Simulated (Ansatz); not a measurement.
**KH5: stable or not**

It was reached by relaxing an invented guess, and it needn't be the stable form of this composition.

Theory: DFT PBE, scalar-relativistic, plane waves, PAW (Ansatz 0.2.0). Cutoff 420 eV, Γ-centred 6×6×6 mesh (6-atom cell), Gaussian smearing of 0.02 eV, no spin polarisation.

```
K H
1.0
     0.00000    5.51155    2.80223
     2.77254    0.00000    2.80223
     2.77254    5.51155    0.00000
K H
1 5
Direct
  0.50317 0.50317 0.49683
  0.98301 0.42475 0.57525
  0.02019 0.56549 0.43451
  0.56549 0.02019 0.97981
  0.42475 0.98301 0.01699
  0.00169 0.00169 0.99831
```

The zero of energy is the elements' standard structures at the same level (H₂ as a molecule); no fitted shifts are applied.

**Question.** These tests were run: energy against the elements; phonons on a 2×2×2 q mesh. What do they show?

**Answer.**

| test | result |
| --- | --- |
| energy against the elements | −0.037 eV/atom |
| phonons on a 2×2×2 q mesh | imaginary modes down to 75i cm⁻¹ |

It fails one test: phonons on a 2×2×2 q mesh. So it isn't even a local minimum.

With hydrogen, zero-point motion can shift formation energies by some tens of meV/atom. The run for the phonons used a 6×6×6 k mesh.
